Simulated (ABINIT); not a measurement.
# MgS (P1) in ABINIT: reference runs

Aim: a first look at MgS with PBE, on the cell as given.

Program: ABINIT 10.8.3 (patched build). These are calculated values, not measurements. Logs are shortened: lines on timing, memory, paths and dates and some standing lists are left out, and cuts for length are marked. The log counts tension as positive stress, the text compression.

**1. The crystal as given**

The typed cell holds 2 atoms: a = 3.698 Å, b = 4.001 Å, c = 4.358 Å, α = 52.95°, β = 65.39°, γ = 58.75°.

The cell comes from a database or a generator and needn't be the stable form of this composition.

**2. Single point, PBE**

File run.abi:

```
# Pseudopotentials
pp_dirpath "./"
pseudos "Mg.GGA_PBE-JTH.xml, S.GGA_PBE-JTH.xml"

# Structure
acell 3*1.0
rprim
     0.1261506895     4.7592091611     5.1152846234
     5.7677906703     0.3659572937     4.8754780192
     6.4105037407     5.1621156273    -0.2767557767
ntypat 2
znucl 12 16
natom 2
typat 1 2
xred
     0.9960441600     0.0048933100     0.0057007100
     0.7539558400     0.7451066900     0.7442992900
chkprim 0
chksymtnons 0
tolsym 1.0e-6

# Plane-wave basis
ecut 20.0
pawecutdg 40.0
pawxcdev 0

# k points
kptopt 1
ngkpt 9 9 8
nshiftk 1
shiftk 0.0 0.0 0.0

# Exchange and correlation
ixc 11

# Bands and occupations
nband 12
occopt 3
tsmear 0.05 eV

# SCF cycle
nstep 100
tolvrs 1.0e-9

# Output
iomode 3
prtwf 0
prtden 0
prteig 0
prtebands 0
```

Potentials or basis: JTH PAW PBE v2.0.

Started as:

```console
abinit run.abi > log 2>&1
```

run.abo:

```text
.Version 10.8.3 of ABINIT
 Symmetries : space group P1 (#  1); Bravais aP (primitive triclinic)
================================================================================
 Values of the parameters that define the memory need of the present run
     intxc =       0    ionmov =       0      iscf =      17    lmnmax =       8
     lnmax =       4     mgfft =      36  mpssoang =       2    mqgrid =    3001
     natom =       2  nloc_mem =       2    nspden =       1   nspinor =       1
    nsppol =       1      nsym =       1    n1xccc =       1    ntypat =       2
    occopt =       3   xclevel =       2
       mpw =        1276          nfft =       34560          nkpt =         325
 PAW method is used; the additional fine FFT grid is defined by:
   mgfftf=        48    nfftf =     86400
================================================================================
================================================================================

--------------------------------------------------------------------------------
------------- Echo of variables that govern the present computation ------------
--------------------------------------------------------------------------------
 -outvars: echo values of preprocessed input variables --------
            acell      1.0000000000E+00  1.0000000000E+00  1.0000000000E+00 Bohr
              amu      2.43050000E+01  3.20660000E+01
          chkprim           0
      chksymtnons           0
             ecut      2.00000000E+01 Hartree
                       outvar_i_n : Printing only first  50 k-points.
              ixc          11
                       outvar_i_n : Printing only first  50 k-points.
         kptrlatt        9    0    0      0    9    0      0    0    8
          kptrlen      5.97431190E+01
            natom           2
            nband          12
            ngfft          30      32      36
          ngfftdg          40      45      48
             nkpt         325
            nstep         100
             nsym           1
           ntypat           2
                       prtocc : prtvol=0, do not print more k-points.
           occopt           3
        pawecutdg      4.00000000E+01 Hartree
         pawxcdev           0
           prtden           0
        prtebands           0
           prteig           0
            prtwf           0
            rprim      1.2615068950E-01  4.7592091611E+00  5.1152846234E+00
                       5.7677906703E+00  3.6595729370E-01  4.8754780192E+00
                       6.4105037407E+00  5.1621156273E+00 -2.7675577670E-01
          spgroup           1
           tolsym      1.00000000E-06
           tolvrs      1.00000000E-09
           tsmear      1.83746611E-03 Hartree
            typat      1  2
           useylm           1
                       outvars : Printing only first  50 k-points.
           xangst      1.0076574880E-01  2.5250224847E+00  2.7079738310E+00
                       4.8494142729E+00  4.0762889708E+00  3.8542415095E+00
            xcart      1.9041966810E-01  4.7716009578E+00  5.1173288968E+00
                       9.1640648468E+00  7.7030697649E+00  7.2834608760E+00
             xred      9.9604416000E-01  4.8933100000E-03  5.7007100000E-03
                       7.5395584000E-01  7.4510669000E-01  7.4429929000E-01
            znucl       12.00000   16.00000

================================================================================

 chkinp: Checking input parameters for consistency.

================================================================================
== DATASET  1 ==================================================================

--- !DatasetInfo
iteration_state: {dtset: 1, }
dimensions: {natom: 2, nkpt: 325, mband: 12, nsppol: 1, nspinor: 1, nspden: 1, mpw: 1276, }
cutoff_energies: {ecut:  20.0, pawecutdg:  40.0, }
electrons: {nelect:   1.60000000E+01, charge:   0.00000000E+00, occopt:   3.00000000E+00, tsmear:   1.83746611E-03, }
meta: {optdriver: 0, ionmov: 0, optcell: 0, iscf: 17, paral_kgb: 0, }
...

 Exchange-correlation functional for the present dataset will be:
  GGA: Perdew-Burke-Ernzerhof functional - ixc=11
  J.P.Perdew, K.Burke, M.Ernzerhof, PRL 77, 3865 (1996)

 Real(R)+Recip(G) space primitive vectors, cartesian coordinates (Bohr,Bohr^-1):
 R(1)=  0.1261507  4.7592092  5.1152846  G(1)= -0.0861082  0.1119433  0.0934652
 R(2)=  5.7677907  0.3659573  4.8754780  G(2)=  0.0944698 -0.1118612  0.1017448
 R(3)=  6.4105037  5.1621156 -0.2767558  G(3)=  0.0726902  0.0984432 -0.0933832
 Unit cell volume ucvol=  2.9345707E+02 bohr^3
 Angles (23,13,12)=  5.29533834E+01  6.53949251E+01  5.87525317E+01 degrees

 Coarse grid specifications (used for wave-functions):

 getcut: wavevector=  0.0000  0.0000  0.0000  ngfft=  30  32  36
         ecut(hartree)=     20.000   => boxcut(ratio)=   2.10405

[... 43 lines left out ...]
 ETOT 10  -73.989311126827    -2.978E-09 1.168E-04 4.133E-08
 ETOT 11  -73.989311127315    -4.881E-10 1.394E-04 5.260E-09
 ETOT 12  -73.989311127363    -4.854E-11 7.291E-05 6.105E-10

 At SCF step   12       nres2   =  6.11E-10 < tolvrs=  1.00E-09 =>converged.

 Cartesian components of stress tensor (hartree/bohr^3)
  sigma(1 1)= -2.48591118E-05  sigma(3 2)=  9.77772320E-05
  sigma(2 2)= -2.04568819E-04  sigma(3 1)= -2.09076766E-04
  sigma(3 3)= -2.37232222E-04  sigma(2 1)=  2.86167228E-04

--- !ResultsGS
iteration_state: {dtset: 1, }
comment   : Summary of ground state results
lattice_vectors:
- [  0.1261507,   4.7592092,   5.1152846, ]
- [  5.7677907,   0.3659573,   4.8754780, ]
- [  6.4105037,   5.1621156,  -0.2767558, ]
lattice_lengths: [   6.98800,    7.56119,    8.23520, ]
lattice_angles: [ 52.953,  65.395,  58.753, ] # degrees, (23, 13, 12)
lattice_volume:   2.9345707E+02
convergence: {deltae: -4.854E-11, res2:  6.105E-10, residm:  7.291E-05, diffor: null, }
etotal    :  -7.39893111E+01
entropy   :   0.00000000E+00
fermie    :   1.74831785E-01
cartesian_stress_tensor: # hartree/bohr^3
- [ -2.48591118E-05,   2.86167228E-04,  -2.09076766E-04, ]
- [  2.86167228E-04,  -2.04568819E-04,   9.77772320E-05, ]
- [ -2.09076766E-04,   9.77772320E-05,  -2.37232222E-04, ]
pressure_GPa:   4.5765E+00
xred      :
- [  9.9604E-01,   4.8933E-03,   5.7007E-03, Mg]
- [  7.5396E-01,   7.4511E-01,   7.4430E-01,  S]
cartesian_forces: # hartree/bohr
- [ -1.88879223E-02,   1.66552107E-02,  -2.33059129E-02, ]
- [  1.88879223E-02,  -1.66552107E-02,   2.33059129E-02, ]
force_length_stats: {min:   3.43120275E-02, max:   3.43120275E-02, mean:   3.43120275E-02, }
...

 Integrated electronic density in atomic spheres:
 ------------------------------------------------
 Atom  Sphere_radius  Integrated_density
    1        1.90158          8.24361141
    2        1.90380          3.64984553

================================================================================

 ----iterations are completed or convergence reached----

 Mean square residual over all n,k,spin=   26.673E-09; max=  72.915E-06
 reduced coordinates (array xred) for    2 atoms
       0.996044160000      0.004893310000      0.005700710000
       0.753955840000      0.745106690000      0.744299290000
 rms dE/dt=  1.2842E-01; max dE/dt=  2.1619E-01; dE/dt below (all hartree)
    1       0.042642462515      0.216189171938      0.028249597668
    2      -0.042024479714     -0.216758733239     -0.029060256510

 cartesian coordinates (angstrom) at end:
    1      0.10076574879839     2.52502248467488     2.70797383104362
    2      4.84941427286021     4.07628897080519     3.85424150948248

 cartesian forces (hartree/bohr) at end:
    1     -0.01888792231851     0.01665521072272    -0.02330591294899
    2      0.01888792231851    -0.01665521072272     0.02330591294899
 frms,max,avg= 1.9810058E-02 2.3305913E-02   8.297E-05 -2.654E-05 -3.776E-05 h/b

 cartesian forces (eV/Angstrom) at end:
    1     -0.97125601660850     0.85644537019704    -1.19843822907325
    2      0.97125601660850    -0.85644537019704     1.19843822907325
 frms,max,avg= 1.0186742E+00 1.1984382E+00   4.267E-03 -1.365E-03 -1.941E-03 e/A
 length scales=  1.000000000000  1.000000000000  1.000000000000 bohr
              =  0.529177210544  0.529177210544  0.529177210544 angstroms
 Fermi (or HOMO) energy (hartree) =   0.17483   Average Vxc (hartree)=  -0.31492
 Eigenvalues (hartree) for nkpt= 325  k points:
 kpt#   1, nband= 12, wtk=  0.00154, kpt=  0.0000  0.0000  0.0000 (reduced coord)
  -2.61575   -1.39472   -1.39428   -1.39283   -0.32377    0.08119    0.10015    0.11159
   0.21516    0.35923    0.39804    0.42999
      occupation numbers for kpt#   1
   2.00000    2.00000    2.00000    2.00000    2.00000    2.00000    2.00000    2.00000
   0.00000    0.00000    0.00000    0.00000
 prteigrs : prtvol=0 or 1, do not print more k-points.

--- !EnergyTerms
iteration_state     : {dtset: 1, }
comment             : Components of total free energy in Hartree
kinetic             :  8.02335291789686E+00
hartree             :  1.86699320545528E+01
xc                  : -4.94395467702759E+00
Ewald energy        : -3.41327093491913E+01
psp_core            :  8.08827480174954E-01
local_psp           : -5.53169936836909E+01
PAW spherical_terms : -7.09777192778188E+00
internal            : -7.39893171850670E+01
'-kT*entropy'       : -3.70357479134228E-14
total_energy        : -7.39893171850671E+01
total_energy_eV     : -2.01335188799926E+03
...

--- !EnergyTermsDC
iteration_state     : {dtset: 1, }
comment             : '"Double-counting" decomposition of free energy'
band_energy         : -1.39131142022307E+01
Ewald energy        : -3.41327093491913E+01
psp_core            :  8.08827480174954E-01
xc_dc               : -1.82028602076149E+01
PAW spherical_terms : -8.54945484850129E+00
internal            : -7.39893111273632E+01
'-kT*entropy'       : -3.70357479134228E-14
total_energy_dc     : -7.39893111273633E+01
total_energy_dc_eV  : -2.01335172316074E+03
...

--- !EnergyTermsWithPAWCore
iteration_state     : {dtset: 1, }
comment             : 'Components of total free energy, including PAW core contributions'
Total energy        : -5.99621469149217E+02
Total energy DC     : -5.99621463091513E+02
Total energy (eV)   : -1.63165313984019E+04
Total energy DC (eV): -1.63165312335634E+04
...

 Cartesian components of stress tensor (hartree/bohr^3)
  sigma(1 1)= -2.48591118E-05  sigma(3 2)=  9.77772320E-05
  sigma(2 2)= -2.04568819E-04  sigma(3 1)= -2.09076766E-04
  sigma(3 3)= -2.37232222E-04  sigma(2 1)=  2.86167228E-04

-Cartesian components of stress tensor (GPa)         [Pressure=  4.5765E+00 GPa]
- sigma(1 1)= -7.31380319E-01  sigma(3 2)=  2.87670548E+00
- sigma(2 2)= -6.01862245E+00  sigma(3 1)= -6.15125083E+00
- sigma(3 3)= -6.97961295E+00  sigma(2 1)=  8.41933052E+00

== END DATASET(S) ==============================================================
================================================================================

 -outvars: echo values of variables after computation  --------
            acell      1.0000000000E+00  1.0000000000E+00  1.0000000000E+00 Bohr
           etotal     -7.3989311127E+01
            fcart     -1.8887922319E-02  1.6655210723E-02 -2.3305912949E-02
                       1.8887922319E-02 -1.6655210723E-02  2.3305912949E-02
            rprim      1.2615068950E-01  4.7592091611E+00  5.1152846234E+00
                       5.7677906703E+00  3.6595729370E-01  4.8754780192E+00
                       6.4105037407E+00  5.1621156273E+00 -2.7675577670E-01
           strten     -2.4859111772E-05 -2.0456881893E-04 -2.3723222219E-04
                       9.7777232023E-05 -2.0907676613E-04  2.8616722786E-04
           xangst      1.0076574880E-01  2.5250224847E+00  2.7079738310E+00
                       4.8494142729E+00  4.0762889708E+00  3.8542415095E+00
             xred      9.9604416000E-01  4.8933100000E-03  5.7007100000E-03
                       7.5395584000E-01  7.4510669000E-01  7.4429929000E-01
 Calculation completed.
```

Run time: 2.3 min. Hardware: 1 thread of Arm Neoverse V2, shared host; peak memory 0.21 GiB.

What came out:

```
Free energy                                           : -2013.3517 eV
Pressure                                              : 4.6 GPa
Largest force                                         : 1.764 eV/Å
Band gap on the k mesh                                : 2.74 eV, indirect (least direct gap 2.82 eV)
Valence electrons inside the program's atomic spheres : Mg 8.24; S 3.65
```

Forces in eV/Å, atoms in the order of the input:
```
Mg  -0.971  0.856 -1.198
S    0.971 -0.856  1.198
```

Caveat: an odd mesh through Γ misses points on the zone boundary, where band edges often lie; forces of over 1 eV/Å show positions far from the minimum, so gaps and moduli don't describe the material at rest.
